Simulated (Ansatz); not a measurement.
# Te2Mo: the cost of one run

Program: Ansatz 0.2.0. Level of theory: plane waves, PAW. These are calculated values, not measurements.

2 further runs of the same task are left out: 2 that didn't finish. Runs told in other sessions of the task aren't counted.

## 1. The system as given

The structure is trigonal, space group R3m (No. 160). Conventional cell: a = 3.547 Å, b = 3.547 Å, c = 21.312 Å, α = 90.00°, β = 90.00°, γ = 120.00°. Around Mo (site symmetry 3m) lie 6 Te at 2.72 Å. Around Te (site symmetry 3m) lie 3 Mo at 2.72 Å.

As a file:

```
CELL_PARAMETERS angstrom
1.77341 1.02388 7.10414
-1.77341 1.02388 7.10414
0.00000 -2.04776 7.10414
ATOMIC_POSITIONS crystal
Mo 0.99996 0.99996 0.99996
Te 0.41742 0.41742 0.41742
Te 0.24928 0.24928 0.24928
```

Cell and atoms come from an earlier r2SCAN+rVV10 relaxation. No spin polarisation is used; should the compound be magnetic, its bands and low-energy spectrum would differ. No run includes spin-orbit coupling, which matters for Te.

## 2. PBE, all s p, disentangled, 6×6×6

input.yaml reads:

```yaml
crystal:
  lattice:
    - [1.7734078919, 1.0238775238, 7.1041367115]
    - [-1.7734078919, 1.0238775238, 7.1041367115]
    - [0.0, -2.0477550476, 7.1041367115]
  atoms:
    - { symbol: Mo, position: [-3.68534e-05, -3.68534e-05, -3.68534e-05] }
    - { symbol: Te, position: [0.4174226661, 0.4174226661, 0.4174226661] }
    - { symbol: Te, position: [0.249280854, 0.249280854, 0.249280854] }
kpoints:
  mp_grid: { grid: [6, 6, 6] }
  band_path:
    path:
      - [[0.0, 0.0, 0.0], [-0.5, -0.5, -0.5], [-0.5, -0.1805145099211, -0.8194854900789]]
      - [[-0.1805145099211, 0.1805145099211, -0.5], [-1.063384139007e-17, 6.004515153134e-17, -0.5], [0.0, 0.0, 0.0], [-3.88812711231e-18, 0.3402572549605, -0.3402572549605]]
      - [[-0.3402572549605, 1.314781966244e-16, -0.6597427450395], [-0.5, 9.023474946186e-17, -0.5], [0.0, 0.0, 0.0]]
    npoints: 10
hamiltonian:
  xc: pbe
scf:
  occupations: { method: fixed }
  n_extra_bands: 12
output:
  forces: false
  stress: false
  eigenvalues: true
  wannier:
    kmesh: [6, 6, 6]
    projections:
      - { species: Mo, l: s, shell: 5 }
      - { species: Mo, l: p, shell: 5 }
      - { species: Te, l: s, shell: 5 }
      - { species: Te, l: p, shell: 5 }
    minimise: true
    write_hr: true
    conv_tol: 1.0e-08
    max_iter: 3000
    disentanglement: { window: [-14.09, 28.81], frozen_window: [3.91, 14.31] }
  write_density: true
  write_potential: true
  elf: true
  volumetric_format: npy
```

On the command line:

```
ansatz run input.yaml --threads 4 --pin off --max-ram 3686MiB --backend cpu --events-out ev --progress --plain --runs-dir out
```

What time and memory should one allow on 4 threads of Arm Neoverse V2, shared host?

About 30 s, with a peak of 0.75 GiB.
